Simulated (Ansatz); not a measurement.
## Cd3F and its competing phases

The calculation used DFT PBE, scalar-relativistic, plane waves, PAW (Ansatz 0.2.0). All cells share a 420 eV cutoff and Γ-centred k meshes spaced at most about 0.3 Å⁻¹ (about 0.25 or finer for metals, 2π included). No spin polarisation.

The zero of energy is the elements' standard structures at the same level (F₂ as a molecule); no fitted shifts are applied.

Temperature and zero-point effects are left out. In Cd3F Pm-3m an odd number of electrons in the primitive cell allows no gap without spin; a larger cell or a magnetic state could open one.

The competitors are the elements and 1 reference phase of this chemical system (from databases or known types: CdF2), relaxed at the same level; other known phases may be missing.

The candidate was reached from: Tm3In type (Pm-3m).

```
Cd F
1.0
     4.36680    0.00000    0.00000
     0.00000    4.36680    0.00000
     0.00000    0.00000    4.36680
Cd F
3 1
Direct
  0.00000 0.50000 0.50000
  0.50000 0.00000 0.50000
  0.50000 0.50000 0.00000
  0.00000 0.00000 0.00000
```

The lowest competing mixture at this composition:

| phase | space group | source | share of atoms | ΔE_f (eV/atom) |
| --- | --- | --- | --- | --- |
| Cd | - | element | 0.6250 | -0.0060 |
| CdF2 | Fm-3m (No. 225) | Materials Project | 0.3750 | -2.177 |

The lowest database cell of Cd (-0.0060) lies slightly below the reference, hence the non-zero entry.

**Question.** What are the hull's energy here, the candidate's formation energy and its margin?

**Answer.** The hull lies at -0.820 eV/atom, the weighted sum of the last column. The candidate has -0.511 eV/atom, which is 0.31 eV/atom above it. The candidate matches no cell in the subsets of the Crystallography Open Database and the Materials Project at hand. A phase this far over the hull is unlikely to be made.
